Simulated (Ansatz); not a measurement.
A run of Ansatz 0.2.0:

The input input.yaml:

```yaml
crystal:
  lattice:
    - [0.0, 2.87015, 2.87015]
    - [2.87015, 0.0, 2.87015]
    - [2.87015, 2.87015, 0.0]
  atoms:
    - { symbol: Ag, position: [0.0, 0.0, 0.0] }
    - { symbol: Br, position: [0.5, 0.5, 0.5] }
hamiltonian:
  xc: pbe
  pseudopotentials: { kind: nc, accuracy: standard }
kpoints:
  mp_grid: { grid: [8, 8, 8] }
  band_path:
    path:
      - [[0.0, 0.0, 0.0], [0.5, 0.0, 0.5], [0.5, 0.25, 0.75], [0.375, 0.375, 0.75], [0.0, 0.0, 0.0], [0.5, 0.5, 0.5], [0.625, 0.25, 0.625], [0.5, 0.25, 0.75], [0.5, 0.5, 0.5], [0.375, 0.375, 0.75]]
      - [[0.625, 0.25, 0.625], [0.5, 0.0, 0.5]]
    npoints: 14
scf:
  occupations: { method: fermi_dirac, width: 0.05 }
  n_extra_bands: 6
output:
  forces: true
  stress: true
  eigenvalues: true
  fatbands: false
```

Potentials or basis: PseudoDojo standard (PBE files).

Run with:

```bash
$ ansatz run input.yaml --threads 2 --pin off --max-ram 5120MiB --backend cpu --events-out ev --progress --plain --runs-dir out
```

Hardware: 2 threads of Arm Neoverse V1 (shared host).

Question: How long does it take, and how much memory?

Answer: Run time: 6.4 s on 2 threads of Arm Neoverse V1, on a shared host, peak memory 0.51 GiB. Counts: scf iterations 7, plane waves 4015, k points 29, bands 19.
